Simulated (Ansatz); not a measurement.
Sb, DFT, PBE, PAW with Ansatz's default frozen-core files, fully relativistic files with spin-orbit coupling (Ansatz 0.2.0), run on 1 thread of Intel(R) Xeon(R) 6975P-C (Granite Rapids) on a shared host.

The cell is COD entry 1539203, as deposited and not checked against the literature; nothing was relaxed.

Command: `ansatz run input.yaml --threads 1 --pin off --max-ram 2048MiB --backend cpu --events-out ev --progress --plain --runs-dir out`

```yaml
crystal:
  lattice:
    - [3.3690001795, 0.0, 0.0]
    - [-1.6845000898, 2.9176397408, 0.0]
    - [0.0, 0.0, 5.33]
  atoms:
    - { symbol: Sb, position: [0.3333333333, 0.6666666667, 0.25] }
    - { symbol: Sb, position: [0.6666666667, 0.3333333333, 0.75] }
kpoints:
  mp_grid: { grid: [12, 12, 7] }
  band_path:
    path:
      - [0.0, 0.0, 0.0]
      - [0.5, 0.0, 0.0]
      - [0.3333333333, 0.3333333333, 0.0]
      - [0.0, 0.0, 0.0]
      - [0.0, 0.0, 0.5]
      - [0.5, 0.0, 0.5]
      - [0.3333333333, 0.3333333333, 0.5]
      - [0.0, 0.0, 0.5]
      - [0.5, 0.0, 0.5]
    npoints: 5
scf:
  occupations: { method: fermi_dirac, width: 0.05 }
hamiltonian:
  xc: pbe
  pseudopotentials: { kind: paw_fr }
output:
  forces: true
  stress: true
  eigenvalues: true
  efg: { contact_densities: true }
magnetization:
  noncollinear: true
  spin_orbit: true
```

Task: How large is the problem that the program sets up?

Result: 76 irreducible k-points, 1037 plane waves at Γ, 38 bands.

Task: About how long does it take, and how much memory does it use?

Result: 18 s of wall time for 8 SCF iterations, with a peak of 0.66 GiB. Times on shared machines scatter by tens of per cent.

Task: And the same cell and mesh by full-potential LAPW, asked for forces, stress, eigenvalues, noncollinear, spin_orbit and the same band path, on the same hardware?

Result: 81 s, peak memory 0.7 GiB.
